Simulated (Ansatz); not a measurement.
**ZrO2 under changes of volume**

One of the cells (10.990 Å³/atom); the others are scaled copies at fixed shape and fractional positions:

```
Zr O
1.0
     0.00000    2.54507    2.54507
     2.54507    0.00000    2.54507
     2.54507    2.54507    0.00000
Zr O
1 2
Direct
  0.00000 0.00000 0.00000
  0.75000 0.75000 0.75000
  0.25000 0.25000 0.25000
```

Measurements of this composition are mostly on another form, of space group No. 14.

```yaml
Program: Ansatz 0.2.0
Functional: PBEsol
Potentials_or_basis: Ansatz PAW
Cutoff: "420 eV (not typed: the program's choice for these potentials)"
k_mesh: 9 × 9 × 9
Occupations: fermi-dirac, width 0.05 eV
Spin: spin-orbit coupling, no magnetisation
```

```tsv
volume (Å³/atom)	energy over the lowest point (meV/atom)	pressure (GPa)	gap on the mesh (eV)
10.331	19.07	13.0	3.51
10.551	5.43	6.8	3.45
10.770	0.00	1.2	3.40
10.990	1.82	-3.8	3.34
11.210	10.22	-8.3	3.29
11.430	24.52	-12.4	3.23
11.650	?	?	?
```

Q: What does the run at 11.650 Å³/atom give?

A: Energy over the lowest point 44.06 meV/atom; pressure -16.1 GPa; gap on the mesh 3.18 eV.

Worked out: A Birch-Murnaghan fit of order 3 (a polynomial in V^(-2/3)) to the other rows has its minimum at 10.82 Å³/atom with B0 = V·E''(V) = 256 GPa and B' = 4.4. It gives 44.10 meV/atom at 11.650 Å³/atom, against the run's 44.06, and -dE/dV = -16.0 GPa, against -16.1. A straight line through the other rows of the gap, of slope -2.74 eV per unit of ln V, extrapolates to 3.18 eV, against the run's 3.18.

Energies are extrapolated to zero smearing.

Caveats: odd divisions of the mesh miss points on the zone boundary, where band edges often lie, so the gap on the mesh can be too wide; the PAW data sets come from PBE, with cores solved anew for the run's functional, which leaves a small shift of forces and pressure.

A mesh can miss the band edges.
